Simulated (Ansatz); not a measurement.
# NaI (model cell, started as CsCl type): a soft mode frozen in, part 3 of 3

Wanted: the energy along a soft mode of NaI (model cell, started as CsCl type) and the structure at the end.

Ansatz 0.2.0; DFT PBEsol, scalar-relativistic, plane waves, PAW; PAW set soft_1.

So far. Step 5 (Energy along the mode, all amplitudes (two of the runs …): The lowest of the steps tried is the last one, at 0.6 Å, 41.5 meV/atom below the parent; the bottom of the well need not coincide with a step. Step 7 (The new phase in its own primitive cell): The largest force component left is 0.16 meV/Å and the pressure is 0.004 GPa, within the tolerances set. The cell now holds 33.94 Å³/atom. The relaxed cell has a = 5.572, c = 4.372 Å (conventional setting).

The structure was built from a prototype and need not be the compound's stable phase.

**8. Modes of the new phase, k-mesh 4×4×6**

A relaxed structure may still be a saddle point, so its zone-centre modes are computed. The response to a homogeneous field gives the Born charges and the dielectric tensor, and its change with displacement the Raman tensors.

File input.yaml:

```yaml
crystal:
  lattice:
    - [5.5724438201, 0.0, 0.0]
    - [0.0, 5.5724438201, 0.0]
    - [0.0, 0.0, 4.3715403242]
  atoms:
    - { symbol: Na, position: [0.5, 0.5, 0.0] }
    - { symbol: Na, position: [0.0, 0.0, 0.0] }
    - { symbol: I, position: [0.0, 0.5, 0.6816572239] }
    - { symbol: I, position: [0.5, 0.0, 0.3183427761] }
kpoints:
  mp_grid: { grid: [4, 4, 6] }
hamiltonian:
  xc: pbesol
  pseudopotentials: { kind: paw, azcp: { folder: soft_1 }, xc_functional: pbe }
scf:
  occupations: { method: fixed }
output:
  eigenvalues: true
phonons:
  method: dfpt
  dielectric: true
  rigid_motions: translations
  raman: true
```

Run with:

```sh
> ansatz run input.yaml --threads 4 --pin off --max-ram 10240MiB --backend cpu --events-out ev --progress --plain --runs-dir out
```

Numbers of over 12 decimals in the logs are rounded to 6 here.

What it wrote:

```text
[...]
Crystal: 4 atoms, lattice volume = 135.746 Å³
Basis set: ecut = 420 eV, 2659 PW (Γ), exchange–correlation on 80×80×60 points (8 copies of the dense FFT grid, shifted against one another)
Bands: 32, of which v1, the nominal top of the filled ones, is band 26 counted from 1 (25 counted from 0)
Symmetry: 16 space group operations
k-points: 42 of 96 (irreducible under 2 space group operations, time reversal used)
[...]
SCF iter   1: F=—  HF=-17823.774316 eV  |F-HF|=—  |Δ(HF+E_count)|=         —  Δρ=6.11e-2  dr2=5.39e0  ethr=3.10e-3  ⟨swp⟩=4.9  Hψ=5286  notcnv=0  defer=161
[...]
SCF iter  11: F=-17821.244234 eV  HF=-17821.244234 eV  |F-HF|=0.00e0  |Δ(HF+E_count)|=  4.11e-10  Δρ=1.79e-7  dr2=2.83e-11  ethr=1.00e-12  ⟨swp⟩=16.8  Hψ=9770  notcnv=0
SCF 1 converged in 11 iterations: F = -17821.244234 eV  dr2 = 2.83e-11
[...]
DFPT response loops at Γ: preconditioner auto → Resta (q_TF=auto, 2.325 Å⁻¹)  ε∞=4.4 (no band partly filled); β = 1.00, the filter's whole step (`scf.mixing.beta` (0.50) is not read by the response loops at its default; to damp them type it under 1.00, their step now; it binds the ground state too); Broyden in place of MSR1
── the response to a field inside a basis, on 6×6×8 k-points: an SCF that follows is theirs, and a resumed run solves both again ──
Bands: 27, of which v1, the nominal top of the filled ones, is band 26 counted from 1 (25 counted from 0)
k-points: 24
[...]
Eigensolver: Dense (24 Hₖ)
SCF iter   1: F=—  HF=-17821.207017 eV  |F-HF|=—  |Δ(HF+E_count)|=         —  Δρ=9.50e-5  dr2=3.64e-6  ethr=1.00e-1
[...]
SCF iter   6: F=-17821.207027 eV  HF=-17821.207027 eV  |F-HF|=1.46e-11  |Δ(HF+E_count)|=  1.13e-10  Δρ=1.02e-7  dr2=1.30e-11  ethr=1.00e-12
SCF 1 converged in 6 iterations: F = -17821.207027 eV  dr2 = 1.30e-11
[...]
WARN: field response: ε∞ stands inside a basis, on 6×6×8 points; the force constants stand on the 4×4×6 k-mesh, whose period is 12.94 times the interband length at k = (0.0000, 0.0000, 0.0000), direct gap 3.098 eV, under 14: take them and everything formed from them as unconverged, and compare with a denser kpoints.mp_grid
SCF converged after 11 iterations
Free energy (F): -17821.244234 eV
[...]
Internal energy: -17821.244234 eV  (E = F + TS)
E sigma→0 (E₀):  -17821.244234 eV
Fermi energy:    3.240353 eV
[...]
--- Band table (eV; the first three rows and the last of 42) ---
  k-point 0: bands = [... 22 lower, 2.6902, 2.8860, 2.8860, 3.2404, 6.3387, 7.0831, 8.7460, 9.7568, ... 2 higher]
  k-point 1: bands = [... 22 lower, 2.1936, 2.7430, 2.8468, 2.8468, 6.9586, 7.2905, 9.5322, 9.9608, ... 2 higher]
  k-point 2: bands = [... 22 lower, 1.7329, 1.9803, 2.7057, 2.7057, 7.8751, 8.0437, 9.7038, 9.7038, ... 2 higher]
  k-point 41: bands = [... 22 lower, 1.5176, 1.5176, 2.3253, 2.3253, 8.7317, 8.7317, 10.3141, 10.3141, ... 2 higher]
--- Phonons (Γ-DFPT): 4 representative perturbations + reference, on 42 of 96 k-points (Σ response iterations 13) ---
  k mesh reduced under 2 symmetry operations, with k and −k counted as one. Each operation leaves every solved perturbation unchanged. A smaller set is not considered because the run solves the response to a homogeneous field
  ASR residual: 3.536e-4 → 0.000e0 eV/Å²; symmetrization residual: 1.077e-5 eV/Å²
  ASR residual per site (eV/Å²): 3.54e-4 3.54e-4 1.06e-5 1.06e-5
  Γ frequencies (cm⁻¹): 0.00 0.00 0.00 52.20 59.61 59.61 68.24 88.64 128.95 128.95 146.70 146.70
  ε∞ (high-frequency dielectric tensor):
        3.469018     0.000000    -0.000000
        0.000000     3.469018     0.000000
       -0.000000     0.000000     3.498730
  ε⁰ (static dielectric tensor: ions relaxed, cell fixed):
        6.772320     0.000000    -0.000000
        0.000000     6.772320     0.000000
       -0.000000     0.000000     9.472714
  ε⁰ − ε∞ (ionic part):
        3.303302     0.000000    -0.000000
        0.000000     3.303302     0.000000
       -0.000000     0.000000     5.973984
  softest optical mode at Γ: 52.20 cm⁻¹; the repairs (sum rule, projections) moved no ω² at Γ by more than (2.39 cm⁻¹)²
  Born effective charges Z* (e; rows j = field, columns β = displacement):
    site 0:
         1.21433    0.00000    0.00000
         0.00000    1.21433    0.00000
        -0.00000    0.00000    1.12256
    site 1:
         1.21433    0.00000    0.00000
         0.00000    1.21433    0.00000
        -0.00000    0.00000    1.12256
    site 2:
        -1.21433   -0.00000    0.00000
        -0.00000   -1.21433   -0.00000
         0.00000   -0.00000   -1.12256
    site 3:
        -1.21433   -0.00000   -0.00000
        -0.00000   -1.21433   -0.00000
         0.00000   -0.00000   -1.12256
  Z* charge neutrality: 1.694e-3 e pre-enforcement
  solved inside a basis spanned on kpoints, on 6×6×8 k-points transformed towards the longest dipole: ε∞ is read to err by 9.8e-3, Z* by 1.8e-2 e (field_mesh: kpoints solves on kpoints); Z* is corrected for what the basis lacks
  Raman tensors (in the event stream and the table raman_tensors.tsv): an entry may err by 2.4e-2 Å², one of the second-order susceptibility by 3.9e-19 pm/V (basis, points and sum rule); their sum over the sites missed zero by 8.882e-16 Å² ahead of its enforcement
  optical modes at Γ without the LO–TO term, one row a degenerate level:
      ω (cm⁻¹)  modes    IR ((D/Å)²/amu)  static Raman (Å⁴/amu)  depolarisation
         52.20      1             0.0000                 7.1755           0.007
         59.61      2             0.0000                 2.0491           0.750
         68.24      1             0.0000                 1.0953           0.750
         88.64      1             2.9873                 0.0000               —
        128.95      2             6.9915                 0.0000               —
        146.70      2             0.0000                 4.2845           0.750
  optical modes at Γ + LO–TO along q̂ = [1.0000, 0.0000, 0.0000]:
      ω (cm⁻¹)  modes    IR ((D/Å)²/amu)  static Raman (Å⁴/amu)  depolarisation
         52.20      1             0.0000                 7.1755           0.007
         59.61      2             0.0000                 2.0491           0.750
         68.24      1             0.0000                 1.0953           0.750
         88.64      1             2.9873                 0.0000               —
        128.95      1             3.4957                 0.0000               —
        146.70      2             0.0000                 4.2845           0.750
        180.17      1             3.4957                 0.0000               —
  optical modes at Γ + LO–TO along q̂ = [0.0000, 1.0000, 0.0000]:
      ω (cm⁻¹)  modes    IR ((D/Å)²/amu)  static Raman (Å⁴/amu)  depolarisation
         52.20      1             0.0000                 7.1755           0.007
         59.61      2             0.0000                 2.0491           0.750
         68.24      1             0.0000                 1.0953           0.750
         88.64      1             2.9873                 0.0000               —
        128.95      1             3.4957                 0.0000               —
        146.70      2             0.0000                 4.2845           0.750
        180.17      1             3.4957                 0.0000               —
  optical modes at Γ + LO–TO along q̂ = [0.0000, 0.0000, 1.0000]:
      ω (cm⁻¹)  modes    IR ((D/Å)²/amu)  static Raman (Å⁴/amu)  depolarisation
         52.20      1             0.0000                 7.1755           0.007
         59.61      2             0.0000                 2.0491           0.750
         68.24      1             0.0000                 1.0953           0.750
        128.95      2             6.9915                 0.0000               —
        145.85      1             2.9873                 0.0000               —
        146.70      2             0.0000                 4.2845           0.750
```

It took 2.1 min on 4 threads of AMD EPYC 7R13 (Zen 3), shared host; peak memory 1.7 GiB; 7.8 min of CPU time.

Numbers from this step:

```
sum-rule residual before enforcement                    : 3.54e-4 eV/Å²
miss of the charge sum rule                             : 0.001694 e
estimated error of the dielectric tensor                : 0.009753
estimated error of the Born charges                     : 0.01837 e
point group                                             : 4/mmm
highest optical mode at the zone centre (no LO-TO term) : 146.7 cm⁻¹
lowest optical zone-centre mode                         : 52.2 cm⁻¹
mean high-frequency dielectric constant                 : 3.479
largest Born charge (third of the trace)                : 1.184 e
mean static dielectric constant                         : 7.672
top of the zone-centre spectrum with the field          : 180.2 cm⁻¹
```

Without the LO-TO term. Patterns of degenerate modes are one choice out of their space. The modes at Γ (shares of kinetic energy by element, %):

```
mode  frequency (cm⁻¹)  symmetry  Na %  I %
   1               0.0  acoustic    15   85
   2               0.0  acoustic    15   85
   3               0.0  acoustic    15   85
   4              52.2       A1g     0  100
   5              59.6        Eg    11   89
   6              59.6        Eg    11   89
   7              68.2       B1g   100    0
   8              88.6       A2u    85   15
   9             128.9        Eu    85   15
  10             128.9        Eu    85   15
  11             146.7        Eg    89   11
  12             146.7        Eg    89   11
```

Displacements in mode 4 (52.2 cm⁻¹), the largest set to 1:
```
Na1  0.00  0.00  0.00
Na2  0.00  0.00  0.00
I3   0.00  0.00  1.00
I4   0.00  0.00 -1.00
```

Displacements in mode 12 (146.7 cm⁻¹), the largest set to 1:
```
Na1  0.00  1.00  0.00
Na2  0.00 -1.00  0.00
I3   0.00  0.15  0.00
I4   0.00 -0.15  0.00
```

Optical modes at the zone centre, without and with the macroscopic field of the longitudinal modes; each column is sorted by frequency, so a row need not hold one and the same mode. Modes with and without the field, by row:

```
rank among optical modes  no field (cm⁻¹)  q along (1, 0, 0) (cm⁻¹)  q along (0, 0, 1) (cm⁻¹)
                       1             52.2                      52.2                      52.2
                       2             59.6                      59.6                      59.6
                       3             59.6                      59.6                      59.6
                       4             68.2                      68.2                      68.2
                       5             88.6                      88.6                     128.9
                       6            128.9                     128.9                     128.9
                       7            128.9                     146.7                     145.8
                       8            146.7                     146.7                     146.7
                       9            146.7                     180.2                     146.7
```

Born charge (rows field, columns displacement) (e), principal values of the symmetric part by kind of site:

```
atom  atoms with these values    low  middle   high   mean
 Na1                        2   1.12    1.21   1.21   1.18
  I3                        2  -1.21   -1.21  -1.12  -1.18
```

In full for I3:

```
-1.21  0.00  0.00
 0.00 -1.21  0.00
 0.00  0.00 -1.12
```

High-frequency dielectric tensor:

```
3.47 0.00 0.00
0.00 3.47 0.00
0.00 0.00 3.50
```

Static dielectric tensor (ions relaxed, fixed cell):

```
6.77 0.00 0.00
0.00 6.77 0.00
0.00 0.00 9.47
```

Transverse modes. Lines of the infrared spectrum (strongest = 100):

```
position (cm⁻¹)  label  relative intensity
             52    A1g                 0.0
             60     Eg                 0.0
             68    B1g                 0.0
             89    A2u                  43
            129     Eu                 100
            147     Eg                 0.0
```

Activity x (w_L - w)^4 (n + 1)/w, 532 nm, 300 K; modes without the macroscopic field alone. Lines of the Raman spectrum (strongest = 100):

```
position (cm⁻¹)  label  relative intensity
             52    A1g                 100
             60     Eg                  22
             68    B1g                 9.2
             89    A2u                 0.0
            129     Eu                 0.0
            147     Eg                 9.1
```

Before it was imposed, the acoustic sum rule was missed by 3.5e-4 eV/Å² and the charge sum rule by 0.0017 e. Small misses are needed for a sound result but don't prove that mesh and cutoff are converged. The lowest optical mode is real, 52.2 cm⁻¹.

The log warns of the k mesh: “the force constants stand on the 4×4×6 k-mesh, whose period is 12.94 times the interband length at k = (0.0000, 0.0000, 0.0000), direct gap 3.098 eV, under 14: take them and everything formed from them as unconverged”.

**9. Outcome**

| Quantity | Value |
| --- | --- |
| unstable mode of the parent | q = (0, -0.5, -0.5), 50i cm⁻¹ |
| depth at the lowest point sampled | 41.5 meV/atom |
| largest atomic shift at that point | 0.6 Å |
| space group reached (within 0.01 Å) | P4/nmm |
| energy gained over the parent (first relaxation, on the mesh of the frozen mode) | 58.3 meV/atom |
| volume per atom, phase reached | 33.9 Å³ |
| gap on the k-mesh, phase reached | 3.10 eV |
| lowest optical zone-centre mode, phase reached | 52.2 cm⁻¹ |
| highest optical mode at the zone centre (no LO-TO term), phase reached | 147 cm⁻¹ |

Along this mode the structure falls into P4/nmm, 58.3 meV/atom below the parent. At the parent's cell the well is 41.45 meV/atom deep on the steps tried, with its lowest point at a shift of 0.6 Å. That is the last step tried, so the steps alone don't bracket the bottom of the well. Relaxing atoms and cell changes the gain by +16.89 meV/atom against the lowest step (energies at zero smearing). The new phase has no imaginary mode at the zone centre of its cell; other wavevectors were not checked. Of the 2 patterns followed to their end from this parent, this one reaches the lowest energy. Each path keeps the symmetry of its pattern, so a lower phase may lie along a pattern not tried. With the field response the log warns that the k mesh is coarse for the force constants too, so the frequencies may not be converged. Spin-orbit coupling is left out, which can matter for the heavy elements here. The PAW files were made for PBE and serve the other functionals too. The starting cell was built on a prototype and not taken from a measurement, so the phase need not exist.

[Logs are printed without paths, hosts, clocks, repeated set-up lines and the standing remarks that a program may print on its own settings, such as how far it seeks lower states.]

[Hosts, paths, dates, database ids (printed as entryN), source tags and the programs' standing remarks are cut or masked in the printed files.]
